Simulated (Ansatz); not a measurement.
# Ag: the cost of one run

Method: DFT PBE, scalar-relativistic, in Ansatz 0.2.0.

## Step 1: The starting structure

The structure is cubic, space group Fm-3m (No. 225). The conventional cell has a = 4.086 Å, b = 4.086 Å, c = 4.086 Å, α = 90.00°, β = 90.00°, γ = 90.00°. Around Ag (site symmetry m-3m) lie 12 Ag at 2.89 Å.

As a file:

```xyz
1
Lattice="0.0000 2.0431 2.0431 2.0431 0.0000 2.0431 2.0431 2.0431 0.0000" Properties=species:S:1:pos:R:3 pbc="T T T"
Ag    0.0000    0.0000    0.0000
```

## Step 2: After the deformation

Space group Fm-3m before, I4/mmm after.

## Step 3: All-electron LAPW

Input file input.yaml:

```yaml
crystal:
  lattice:
    - [0.0, 2.022669, 2.0431]
    - [2.022669, 0.0, 2.0431]
    - [2.022669, 2.022669, 0.0]
  atoms:
    - { symbol: Ag, position: [0.0, 0.0, 0.0] }
kpoints:
  mp_grid: { grid: [15, 15, 15] }
  band_path:
    path:
      - [0.0, 0.0, 0.0]
      - [0.0, 0.5, 0.5]
      - [0.25, 0.75, 0.5]
      - [0.0, 0.5, 0.0]
      - [0.0, 0.0, 0.0]
      - [0.5, 0.5, 0.0]
      - [0.3725125, 0.6274875, 0.0]
      - [-0.3725125, 0.3725125, 0.0]
      - [0.0, 0.0, 0.0]
    npoints: 5
scf:
  occupations: { method: fermi_dirac, width: 0.05 }
hamiltonian:
  xc: pbe
  pseudopotentials: { kind: all_electron, lapw: { basis_error: 0.001 } }
output:
  forces: true
  stress: true
  eigenvalues: true
```

The run is started by

```
$ ansatz run input.yaml --threads 1 --pin off --max-ram 3072MiB --backend cpu --events-out ev --progress --plain --runs-dir out
```

Q: Estimate wall time and peak memory on 1 thread of Intel Xeon Platinum 8488C (Sapphire Rapids), shared host.

About 15 s, with a peak of 0.44 GiB.
